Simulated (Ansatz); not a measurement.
Geometry optimisation, DFT LDA, scalar-relativistic, plane waves, PAW in Ansatz 0.2.0.

Input:

```yaml
crystal:
  lattice:
    - [7.563921, 0.0, 0.0]
    - [0.0, 5.3485, 0.0]
    - [0.0, 0.0, 16.672941]
  atoms:
    - { symbol: Ca, position: [0.0, 0.0, 0.0599774] }
    - { symbol: F, position: [0.25, 0.25, 0.0599774] }
    - { symbol: F, position: [0.0, 0.25, 0.1733935] }
    - { symbol: Ca, position: [0.75, 0.5, 0.1733935] }
    - { symbol: F, position: [0.0, 0.75, 0.1733935] }
    - { symbol: F, position: [0.25, 0.75, 0.0599774] }
    - { symbol: Ca, position: [0.25, 0.5, 0.1733935] }
    - { symbol: F, position: [0.5, 0.75, 0.1733935] }
    - { symbol: F, position: [0.75, 0.75, 0.0599774] }
    - { symbol: Ca, position: [0.5, 0.0, 0.0599774] }
    - { symbol: F, position: [0.75, 0.25, 0.0599774] }
    - { symbol: F, position: [0.5, 0.25, 0.1733935] }
    - { symbol: Ca, position: [0.5, 0.0, 0.2868097] }
    - { symbol: F, position: [0.75, 0.25, 0.2868097] }
    - { symbol: F, position: [0.5, 0.25, 0.4002258] }
    - { symbol: Ca, position: [0.25, 0.5, 0.4002258] }
    - { symbol: F, position: [0.5, 0.75, 0.4002258] }
    - { symbol: F, position: [0.75, 0.75, 0.2868097] }
    - { symbol: Ca, position: [0.75, 0.5, 0.4002258] }
    - { symbol: F, position: [0.0, 0.75, 0.4002258] }
    - { symbol: F, position: [0.25, 0.75, 0.2868097] }
    - { symbol: Ca, position: [0.0, 0.0, 0.2868097] }
    - { symbol: F, position: [0.25, 0.25, 0.2868097] }
    - { symbol: F, position: [0.0, 0.25, 0.4002258] }
    - { symbol: F, position: [0.1654071, 0.9410315, 0.5399732] }
    - { symbol: H, position: [0.0559053, 0.9767426, 0.5639641] }
basis:
  ecutwfc: 420.0
kpoints:
  mp_grid: { grid: [2, 2, 1] }
hamiltonian:
  xc: lda
scf:
  occupations: { method: fermi_dirac, width: 0.05 }
  lower_state_search: "off"
relax:
  f_tol: 0.03
  max_steps: 60
  adjacent_minimum: "off"
  constraints: [{ sites: [0, 1, 5, 8, 9, 10] }]
```

Launched with:

```bash
$ ansatz run input.yaml --threads 2 --pin off --max-ram 5120MiB --backend cpu --events-out ev --progress --plain --runs-dir out
```

Question: Where does it end, and by what steps?

Answer: The run converged. The force dipped under the threshold on the way, but the program's further checks kept it going. Limits of this set-up: coarse k mesh, thin slab, slab without dipole correction, no dispersion correction for a molecule that may bind weakly. After 21 steps the energy has fallen by 1.583 eV; H26 moved furthest, 2.09 Å. Parted: Ca16–F20. Joined: Ca16–F25.

| step | energy less start (eV) | largest force component (eV/Å) | accepted |
| --- | --- | --- | --- |
| 0 | 0.0000 | 1.503 | yes |
| 1 | -0.3693 | 2.669 | yes |
| 2 | -0.5252 | 2.152 | yes |
| 3 | -0.6172 | 1.967 | yes |
| 4 | -0.7341 | 1.284 | yes |
| 5 | -0.8477 | 0.931 | yes |
| 6 | -0.9705 | 0.658 | yes |
| 7 | -1.0806 | 0.321 | yes |
| 8 | -1.1642 | 0.282 | yes |
| 9 | -1.2181 | 0.391 | yes |
| 10 | -1.2748 | 0.166 | yes |
| 11 | -1.3189 | 0.243 | yes |
| 12 | -1.3715 | 0.266 | yes |
| 13 | -1.4261 | 0.326 | yes |
| 14 | -1.4701 | 0.259 | yes |
| 15 | -1.5191 | 0.256 | yes |
| 16 | -1.5616 | 0.277 | yes |
| 17 | -1.5727 | 0.262 | yes |
| 18 | -1.5802 | 0.160 | yes |
| 19 | -1.5821 | 0.101 | yes |
| 20 | -1.5832 | 0.009 | yes |
| 21 | -1.5832 | 0.009 | yes |

```xyz
26
Lattice="7.5639 0.0000 0.0000 0.0000 5.3485 0.0000 0.0000 0.0000 16.6729" Properties=species:S:1:pos:R:3
Ca 0.000 0.000 1.000
F 1.891 1.337 1.000
F 0.004 1.342 2.835
Ca 5.673 2.673 2.758
F 0.022 4.051 2.822
F 1.891 4.011 1.000
Ca 1.885 2.672 2.790
F 3.750 4.016 2.856
F 5.673 4.011 1.000
Ca 3.782 0.000 1.000
F 5.673 1.337 1.000
F 3.787 1.318 2.809
Ca 3.797 -0.044 4.760
F 5.650 1.302 4.642
F 3.880 1.306 6.615
Ca 2.095 2.567 6.511
F 3.850 3.904 6.503
F 5.722 3.993 4.625
Ca 5.646 2.654 6.390
F -0.533 4.389 6.828
F 1.782 3.979 4.821
Ca -0.008 0.058 4.751
F 1.960 1.279 4.669
F 0.061 1.676 6.427
F 1.242 3.831 8.142
H 0.376 4.164 7.603
```

Whether the end is a true minimum wasn't checked by a vibrational analysis.

Run time: 2 min on 2 threads of Intel(R) Xeon(R) Platinum 8488C (Sapphire Rapids), with other jobs on the host, peak memory 1.2 GiB.
